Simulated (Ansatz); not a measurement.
## ZrC under changes of volume

One of the cells (13.228 Å³/atom); the others are scaled copies at fixed shape and fractional positions:

```
Zr C
1.0
     0.00000    2.36500    2.36500
     2.36500    0.00000    2.36500
     2.36500    2.36500    0.00000
Zr C
1 1
Direct
  0.50000 0.50000 0.50000
  0.00000 0.00000 0.00000
```

```yaml
Program: Ansatz 0.2.0
Functional: PBEsol
Potentials_or_basis: all-electron LAPW, scalar-relativistic
Cutoff: 254 eV (chosen from the basis error)
Basis_error_allowed: 0.001 eV/atom
k_mesh: 10 × 10 × 10
Occupations: fermi-dirac, width 0.05 eV
Spin: no spin polarisation
```

```csv
volume (Å³/atom),energy over the lowest point (meV/atom),pressure (GPa)
12.434,5.04,5.7
12.699,0.00,0.5
12.963,3.15,-4.2
13.228,13.67,-8.4
13.493,?,?
13.757,53.96,-15.7
14.022,82.47,-18.8
```

Task: What does the run at 13.493 Å³/atom give?

Result: Energy over the lowest point 30.84 meV/atom; pressure -12.3 GPa.

Worked out: A Birch-Murnaghan fit of order 3 (a polynomial in V^(-2/3)) to the other rows has its minimum at 12.72 Å³/atom with B0 = V·E''(V) = 236 GPa and B' = 4.1. It gives 30.88 meV/atom at 13.493 Å³/atom, against the run's 30.84, and -dE/dV = -12.3 GPa, against -12.3.

Energies are extrapolated to zero smearing.
